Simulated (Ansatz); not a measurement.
# MoS2: the cost of one run

Method: DFT PBE, scalar-relativistic, in Ansatz 0.2.0.

### Step 1. The system as given

It takes space group P6_3/mmc (No. 194, hexagonal). The conventional cell has a = 3.161 Å, b = 3.161 Å, c = 12.295 Å, α = 90.00°, β = 90.00°, γ = 120.00°. Mo (site symmetry -6m2) has 6 S at 2.37 Å as nearest neighbours. S (site symmetry 3m) is surrounded by 3 Mo at 2.37 Å.

Coordinates:

```cif
data_structure
_symmetry_space_group_name_H-M 'P6_3/mmc'
_symmetry_Int_Tables_number 194
_cell_length_a 3.1610
_cell_length_b 3.1610
_cell_length_c 12.2950
_cell_angle_alpha 90.000
_cell_angle_beta 90.000
_cell_angle_gamma 120.000
_cell_volume 106.39
loop_
_atom_site_label
_atom_site_type_symbol
_atom_site_symmetry_multiplicity
_atom_site_Wyckoff_symbol
_atom_site_fract_x
_atom_site_fract_y
_atom_site_fract_z
_atom_site_occupancy
Mo1 Mo 2 c 0.33333 0.66667 0.25000 1
S1 S 4 f 0.33333 0.66667 0.62750 1
```

The file gives the conventional cell by its symmetry; the runs use the cell typed in the input.

The geometry is a database entry used as it stands. It may stem from high pressure or temperature, or be incomplete, so it serves as a test cell.

Atoms are numbered in the order of the input: Mo1, Mo2, S3, S4, S5, S6.

### Step 2. All-electron LAPW

The input, input.yaml:

```yaml
crystal:
  lattice:
    - [3.1610016016, 0.0, 0.0]
    - [-1.5805008008, 2.7375076884, 0.0]
    - [0.0, 0.0, 12.295]
  atoms:
    - { symbol: Mo, position: [0.3333333333, 0.6666666667, 0.25] }
    - { symbol: Mo, position: [0.6666666667, 0.3333333333, 0.75] }
    - { symbol: S, position: [0.3333333333, 0.6666666667, 0.6275] }
    - { symbol: S, position: [0.6666666667, 0.3333333333, 0.1275] }
    - { symbol: S, position: [0.3333333333, 0.6666666667, 0.8725] }
    - { symbol: S, position: [0.6666666667, 0.3333333333, 0.3725] }
kpoints:
  mp_grid: { grid: [10, 10, 3] }
  band_path:
    path:
      - [0.0, 0.0, 0.0]
      - [0.5, 0.0, 0.0]
      - [0.3333333333, 0.3333333333, 0.0]
      - [0.0, 0.0, 0.0]
      - [0.0, 0.0, 0.5]
      - [0.5, 0.0, 0.5]
      - [0.3333333333, 0.3333333333, 0.5]
      - [0.0, 0.0, 0.5]
      - [0.5, 0.0, 0.5]
    npoints: 14
scf:
  occupations: { method: fermi_dirac, width: 0.03 }
hamiltonian:
  xc: pbe
  pseudopotentials: { kind: all_electron, lapw: { basis_error: 0.001 } }
output:
  forces: true
  stress: true
  eigenvalues: true
  fatbands: true
  populations: true
  dos: { projected: true, de: 0.2, e_range: [-14, 8] }
```

Run with:

```
$ ansatz run input.yaml --threads 2 --pin off --max-ram 6144MiB --backend cpu --events-out ev --progress --plain --runs-dir out
```

Q: Estimate wall time and peak memory on 2 threads of Intel Xeon 6975P-C (Granite Rapids), shared host.

About 43 s, with a peak of 0.66 GiB.
